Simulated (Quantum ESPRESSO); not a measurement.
Mo:

```xyz
1
Lattice="-1.5838 1.5838 1.5838 1.5838 -1.5838 1.5838 1.5838 1.5838 -1.5838" Properties=species:S:1:pos:R:3 pbc="T T T"
Mo    0.0000    0.0000    0.0000
```

Base run:

* Program: Quantum ESPRESSO 7.5
* Functional: PBE
* Potentials or basis: SSSP 1.3 efficiency PBE
* Cutoff: 816 eV
* Density cutoff: 3265 eV
* k mesh: 12 × 12 × 12
* Occupations: fermi-dirac, width 0.05 eV
* Spin: no spin polarisation

Its results: band gap on the k mesh none (metal or under the smearing width); pressure -2.0 GPa.

Task: The run is repeated on the same cell with these changes: functional from PBE to PBEsol; potentials or basis from SSSP 1.3 efficiency PBE to PseudoDojo 0.4.1 SR PBEsol standard; cutoff from 816 eV to 1088 eV; density cutoff from 3265 eV to 4354 eV. What comes out?

Result: Band gap on the k mesh none (metal or under the smearing width); pressure -9.3 GPa.

Not every run made on this cell is shown here.
